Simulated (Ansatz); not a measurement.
**Compressing RbBr**

The calculation used DFT PBE, scalar-relativistic, plane waves, PAW in Ansatz 0.2.0. Settings: 420 eV cutoff, 6×6×6 k-mesh, Gaussian smearing of 0.02 eV, no spin polarisation.

Starting point, cell and atoms relaxed:

```
Rb Br
1.0
     4.19290    0.00000    0.00000
     0.00000    4.19290    0.00000
     0.00000    0.00000    4.19290
Rb Br
1 1
Direct
  0.00000 0.00000 0.00000
  0.50000 0.50000 0.50000
```

Cell and atoms are relaxed at each pressure within the symmetry of the start, at zero temperature, so transitions that lower the symmetry aren't seen. The k-mesh given is that at zero pressure and may differ at others. a, b and c are the lengths of the cell vectors above. Gaps are Kohn–Sham gaps over the whole zone.

| P (GPa) | V (Å³/atom) | V/V0 | a (Å) | b (Å) | c (Å) |
| --- | --- | --- | --- | --- | --- |
| 0 | 36.86 | 1.000 | 4.193 | 4.193 | 4.193 |
| 3 | 31.83 | 0.864 | 3.993 | 3.993 | 3.993 |
| 8 | 27.81 | 0.754 | 3.817 | 3.817 | 3.817 |
| 15 | 24.75 | 0.672 | 3.672 | 3.672 | 3.672 |
| 30 | 21.24 | 0.576 | 3.489 | 3.489 | 3.489 |
| 60 | 17.85 | 0.484 | 3.293 | 3.293 | 3.293 |

Problem. What bulk modulus and pressure derivative fit these points?

Solution. A third-order Birch–Murnaghan fit gives B0 = 15 GPa and B0' = 4.7.

Problem. What does pressure do to the gap?

Solution. The gaps are 3.93 eV at 0 GPa, 4.45 eV at 3 GPa, 5.08 eV at 8 GPa, 4.87 eV at 15 GPa, 4.29 eV at 30 GPa, 3.21 eV at 60 GPa.

This CsCl-type form isn't the usual stable structure of the compound.